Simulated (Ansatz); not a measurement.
Runs of Ansatz 0.2.0 on InSe. Symmetry: R3m, No. 160, trigonal system. The conventional cell has a = 4.000 Å, b = 4.000 Å, c = 25.320 Å, α = 90.00°, β = 90.00°, γ = 120.00°. In (site symmetry 3m) is surrounded by 3 Se at 2.63 Å and 1 In at 2.82 Å. Around In (site symmetry 3m) lie 3 Se at 2.64 Å and 1 In at 2.82 Å. Se (site symmetry 3m) has 3 In at 2.63 Å as nearest neighbours. Around Se (site symmetry 3m) lie 3 In at 2.64 Å. 

| task | level | cell | k mesh | cutoff (eV) | smearing | atoms under strain | points for each segment of the path | mesh quality | gap on the mesh (eV) | pressure (GPa) | largest force (eV/Å) |
| --- | --- | --- | --- | --- | --- | --- | --- | --- | --- | --- | --- |
| elastic constants | LDA | as given | 6 × 6 × 6 | 420 | fixed | relaxed | - | not flagged | 0.27 | (c) | - |
| band structure | HSEsol | as given | 4 × 4 × 4 | 420 | fermi-dirac 0.05 eV | - | 4 | coarse | 1.07 | -0.6 | 0.18 |
| band structure | HSE03 | as given | 4 × 4 × 4 | 420 | fermi-dirac 0.05 eV | - | 4 | coarse | 1.03 | 1.4 | 0.19 |
| band structure | HF | as given | 4 × 4 × 4 | 420 | fermi-dirac 0.05 eV | - | 4 | coarse | 6.76 | (b) | 0.40 |
| relaxation of cell and atoms | BLYP+D3(BJ) | relaxed | 8 × 8 × 8 | 420 | fermi-dirac 0.05 eV | - | - | not flagged | - | 0.0 | 0.01 |
| elastic constants | PBEsol | as given | 6 × 6 × 6 | 420 | fixed | clamped | - | not flagged | 0.34 | 0.2 | (d) |
| band structure | PBE0 | as given | 4 × 4 × 4 | 420 | fermi-dirac 0.05 eV | - | 4 | coarse | 1.78 | 1.0 | 0.17 |
| single point | PBE | as given | 8 × 8 × 8 | 420 | gaussian 0.03 eV | - | - | not flagged | 0.44 | 2.7 | 0.37 |
| single point | PBE | as given | 8 × 8 × 8 | 420 | gaussian 0.029 eV | - | - | not flagged | 0.44 | 2.7 | 0.37 |
| band structure | r2SCAN50 | as given | 4 × 4 × 4 | 500 | fermi-dirac 0.05 eV | - | 4 | coarse | 3.33 | -0.9 | 0.41 |
| band structure | r2SCAN0 | as given | 4 × 4 × 4 | 500 | fermi-dirac 0.05 eV | - | 4 | coarse | (a) | 0.2 | 0.20 |
| band structure | PBEsol0 | as given | 4 × 4 × 4 | 420 | fermi-dirac 0.05 eV | - | 4 | coarse | 1.67 | -0.8 | 0.20 |

Alike in all rows: potentials or basis Ansatz PAW; no spin polarisation.

Estimate the missing entries.

(a) 2.04; (b) 3.8; (c) -1.0; (d) 0.30.

Caveats: some runs use coarse meshes; spin-orbit coupling is left out, which moves the levels of the heavy elements (some runs); the PAW data sets come from PBE, with cores solved anew for the run's functional, which leaves a small shift of forces and pressure (some runs); the thresholds are loose for stress (some runs); the plane-wave basis is chosen anew once the cell has moved, so the energies of steps on either side of that aren't comparable (some runs).

A k mesh can miss the band edges, and the runs leave out spin-orbit coupling on In, Se.
